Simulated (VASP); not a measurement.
# Settings for Rh: density of states

Rh, Fm-3m (no. 225), 1 atom in the cell. PBE; PAW potentials Rh_pv (PBE set). VASP 6.6.1.

Wanted: density of states by 0.5 eV bins within 4 %; centre of the states within 12 eV below the valence top within 0.01 eV; states at the Fermi level within 4 %.

What the run is for: density of states; Accuracy asked: tight; k mesh of the density: 14 × 14 × 14.

POSCAR:
```
Rh
1.0
    0.0000000000      1.8978500000      1.8978500000
    1.8978500000      0.0000000000      1.8978500000
    1.8978500000      1.8978500000      0.0000000000
Rh
1
Direct
    0.0000000000      0.0000000000      0.0000000000
```

The series start from Plane-wave cutoff (eV): 280; k-point mesh: 16 × 16 × 16; Energy points (NEDOS): 2001; Occupations for the DOS: ISMEAR=-5; Electronic threshold (eV): 1e-6; Precision mode (PREC): Accurate. Each series keeps the choices made before it, and each single choice may use up half of a tolerance. Times cover all steps of a run.

## Plane-wave cutoff (eV)

| Plane-wave cutoff (eV) | Density of states by 0.5 eV bins, largest deviation against the largest value | Centre of the states within 12 eV below the valence top (eV) | States at the Fermi level (states/eV/atom) | Time (s) |
|---|---|---|---|---|
| 200 | 11 % | -3.106 | 1.291 | 5.9 |
| 240 | 0.53 % | -3.175 | 1.268 | 7.8 |
| 280 | 0.59 % | -3.177 | 1.263 | 9.5 |
| 320 | 0.44 % | -3.175 | 1.264 | 11 |
| 390 | 0.097 % | -3.173 | 1.265 | 16 |
| 490 (reference) | 0 % | -3.172 | 1.265 | 20 |

Chosen: 240, the loosest value from which every tighter one stays within half of the tolerance.

## k-point mesh

| k-point mesh | Density of states by 0.5 eV bins, largest deviation against the largest value | Centre of the states within 12 eV below the valence top (eV) | States at the Fermi level (states/eV/atom) | Time (s) |
|---|---|---|---|---|
| 7 × 7 × 7 | 11 % | -3.137 | 1.031 | 6.2 |
| 9 × 9 × 9 | 11 % | -3.118 | 1.364 | 6.5 |
| 11 × 11 × 11 | 7.4 % | -3.169 | 1.507 | 7.0 |
| 14 × 14 × 14 | 4.7 % | -3.172 | 1.335 | 8.1 |
| 16 × 16 × 16 | 2.5 % | -3.175 | 1.268 | 7.8 |
| 20 × 20 × 20 | 2.6 % | -3.179 | 1.254 | 12 |
| 24 × 24 × 24 | 0.58 % | -3.176 | 1.294 | 16 |
| 29 × 29 × 29 (reference) | 0 % | -3.178 | 1.268 | 22 |

Chosen: 29 × 29 × 29; the next looser run is off by more than half of the tolerance, so convergence isn't shown beyond this value.

## Energy points (NEDOS)

| Energy points (NEDOS) | Density of states by 0.5 eV bins, largest deviation against the largest value | Centre of the states within 12 eV below the valence top (eV) | States at the Fermi level (states/eV/atom) | Time (s) |
|---|---|---|---|---|
| 301 | 2 % | -3.186 | 1.274 | 22 |
| 501 | 0.57 % | -3.178 | 1.27 | 22 |
| 1001 | 0.45 % | -3.177 | 1.269 | 22 |
| 2001 | 0.08 % | -3.178 | 1.268 | 22 |
| 4001 (reference) | 0 % | -3.178 | 1.27 | 22 |

Chosen: 501.

## Occupations for the DOS

| Occupations for the DOS | Density of states by 0.5 eV bins, largest deviation against the largest value | Centre of the states within 12 eV below the valence top (eV) | States at the Fermi level (states/eV/atom) | Time (s) |
|---|---|---|---|---|
| ISMEAR=-5 | 0 % | -3.178 | 1.27 | 22 |
| ISMEAR=-4 | 0 % | -3.178 | 1.27 | 22 |
| ISMEAR=0 SIGMA=0.05 | 6.1 % | -3.180 | 1.347 | 20 |
| ISMEAR=0 SIGMA=0.1 | 4.7 % | -3.183 | 1.311 | 21 |
| ISMEAR=-15 SIGMA=0.025 | 0.084 % | -3.178 | 1.27 | 22 |
| ISMEAR=1 SIGMA=0.1 | 6 % | -3.181 | 1.332 | 20 |

Chosen: ISMEAR=-5; no other choice that stays within half of the tolerance saves 30 % of the time.

## Electronic threshold (eV)

| Electronic threshold (eV) | Density of states by 0.5 eV bins, largest deviation against the largest value | Centre of the states within 12 eV below the valence top (eV) | States at the Fermi level (states/eV/atom) | Time (s) |
|---|---|---|---|---|
| 0.001 | 0.0044 % | -3.178 | 1.27 | 20 |
| 0.0001 | 0.0089 % | -3.178 | 1.27 | 21 |
| 1e-5 | 0.0044 % | -3.178 | 1.27 | 21 |
| 1e-6 (reference) | 0 % | -3.178 | 1.27 | 22 |

Chosen: 0.001.

## Precision mode (PREC)

| Precision mode (PREC) | Density of states by 0.5 eV bins, largest deviation against the largest value | Centre of the states within 12 eV below the valence top (eV) | States at the Fermi level (states/eV/atom) | Time (s) |
|---|---|---|---|---|
| Normal | 0.031 % | -3.178 | 1.27 | 18 |
| Accurate (reference) | 0 % | -3.178 | 1.27 | 20 |

Chosen: Normal.

## All choices together

| Input | Density of states by 0.5 eV bins, largest deviation against the largest value | Centre of the states within 12 eV below the valence top (eV) | States at the Fermi level (states/eV/atom) | Time (s) |
|---|---|---|---|---|
| defaults for smearing, thresholds and mesh (naive) | 35 % | -3.111 | 2.031 | 5.8 |
| chosen settings | 1.8 % | -3.178 | 1.27 | 18 |
| reference settings throughout | 0 % | -3.179 | 1.268 | 70 |

The chosen settings stay within the tolerance of the reference run, but the reference itself isn't shown to be converged in: k-point mesh.

## The input

INCAR.step1:
```
SYSTEM = Rh
ALGO     = Normal         ! electronic algorithm
EDIFF    = 0.001          ! SCF threshold, eV
ENCUT    = 240            ! plane-wave cutoff, eV
GGA      = PE             ! functional
GGA_COMPAT= .False.      
ISMEAR   = 1              ! smearing method
LASPH    = .True.         ! aspherical terms in the spheres
LCHARG   = .True.         ! write CHGCAR
LMAXMIX  = 4              ! l up to which the mixer works
LREAL    = .False.        ! projectors in reciprocal space
LWAVE    = .False.        ! write WAVECAR
NBANDS   = 22             ! bands
NELM     = 120            ! most SCF steps
PREC     = Normal         ! precision mode
SIGMA    = 0.1            ! smearing width, eV
```

INCAR.step2, as INCAR.step1 but for:
```
- ISMEAR = 1
- LCHARG = .True.
- SIGMA = 0.1
+ EMAX = 19.974
+ EMIN = -2.026
+ ICHARG = 11
+ ISMEAR = -5
+ LCHARG = .False.
+ LORBIT = 11
+ NEDOS = 501
```

KPOINTS.step1:
```
k-points
0
Gamma
  14 14 14
```

KPOINTS.step2:
```
Automatic mesh
0
Gamma
  29 29 29
  0 0 0
```

Commands (each step's output is kept before the next begins):
```
cat potpaw_PBE.64/Rh_pv/POTCAR > POTCAR
cp INCAR.step1 INCAR
cp KPOINTS.step1 KPOINTS
mpirun -np 1 vasp_std > vasp.out
cp INCAR.step2 INCAR
cp KPOINTS.step2 KPOINTS
mpirun -np 1 vasp_std > vasp.out
```

The chosen input took VASP 6.6.1 18 s on 1 core (AMD EPYC 9R45 (Zen 5)), a shared host.

## An input that fails: tetrahedra on too few k points

VASP's message: IBZKPT: tetrahedron method fails for NKPT<4. NKPT = 1.

k mesh: 16 × 16 × 16 becomes 1 × 1 × 1.

Changes against the starting input:
```
(step 2)
- NELM = 120
+ NELM = 67
```
